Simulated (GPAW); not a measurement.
BaTe:

```
Ba Te
1.0
     0.00000    3.41000    3.41000
     3.41000    0.00000    3.41000
     3.41000    3.41000    0.00000
Ba Te
1 1
Direct
  0.00000 0.00000 0.00000
  0.50000 0.50000 0.50000
```

Base run:

| Item | Value |
| --- | --- |
| Program | GPAW 26.7.0 |
| Functional | PBEsol |
| Potentials or basis | PAW data sets generated in the run's folder for this functional |
| Cutoff | 600 eV |
| Basis | pw |
| k mesh | 7 × 7 × 7 |
| Occupations | fermi-dirac, width 0.05 eV |
| Spin | no spin polarisation |

Its results: band gap on the k mesh 1.32 eV, indirect (least direct gap 1.70 eV); pressure 2.1 GPa.

**Question.** The run is repeated on the same cell with these changes: spin from no spin polarisation to spin-orbit coupling, no magnetisation. What comes out?

**Answer.** Band gap on the k mesh 0.99 eV, indirect (least direct gap 1.36 eV); pressure 2.1 GPa.

Spin-orbit coupling splits the band edges, which narrows the gap.

Caveats: spin-orbit coupling is left out, which moves the levels of the heavy elements (some runs); an odd mesh through Γ misses points on the zone boundary, where band edges often lie (some runs); spin-orbit coupling was added after a scalar SCF, so levels and gaps hold it while energy, forces, pressure and moments don't (some runs); this program's spin-orbit splittings come out too wide for heavy elements (some runs).
